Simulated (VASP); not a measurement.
Runs of VASP 6.6.1 on InSe. The structure is hexagonal, space group P-6m2 (No. 187). Conventional cell: a = 4.056 Å, b = 4.056 Å, c = 16.749 Å, α = 90.00°, β = 90.00°, γ = 120.00°. In (site symmetry 3m) has 3 Se at 2.67 Å and 1 In at 2.81 Å as nearest neighbours. In (site symmetry 3m) has 3 Se at 2.67 Å and 1 In at 2.81 Å as nearest neighbours. Around Se (site symmetry 3m) lie 3 In at 2.67 Å. Around Se (site symmetry 3m) lie 3 In at 2.67 Å. Measurements of this composition are mostly on another form, of space group No. 160.

| task | level | cell | k mesh | cutoff (eV) | monkhorst-Pack mesh | gap on the mesh (eV) | pressure (GPa) | largest force (eV/Å) |
| --- | --- | --- | --- | --- | --- | --- | --- | --- |
| band structure | PBEsol | P-6m2, 29.83 Å³/atom | 6 × 6 × 1 | 520 | - | 0.16 | (b) | 0.24 |
| dielectric tensor | PBEsol | P-6m2, 29.83 Å³/atom | 12 × 12 × 2 | 520 | no | 0.16 | - | - |
| band structure | r2SCAN | P-6m2, 29.83 Å³/atom | 9 × 9 × 2 | 520 | - | 0.68 | -0.6 | 0.33 |
| relaxation of cell and atoms | rev-vdW-DF2 | relaxed | 9 × 9 × 2 | 600 | - | (a) | 0.0 | - |

Alike in all rows: potentials or basis VASP PAW PBE potentials, release 64 (In_d, Se); no spin polarisation; smearing gaussian 0.03 eV.

Fill in the values left out.

(a) 0.15; (b) -1.4.

Caveats: the PAW data sets were made with another functional, which shifts forces and pressure a little; spin-orbit coupling is left out, which moves the levels of the heavy elements; this functional lacks dispersion, which binds the layers, so the pressure and a relaxed spacing across them are unreliable (some runs); the gap is small at this level, which inflates the dielectric constant (some runs).

A k mesh can miss the band edges, and the runs leave out spin-orbit coupling on In, Se.
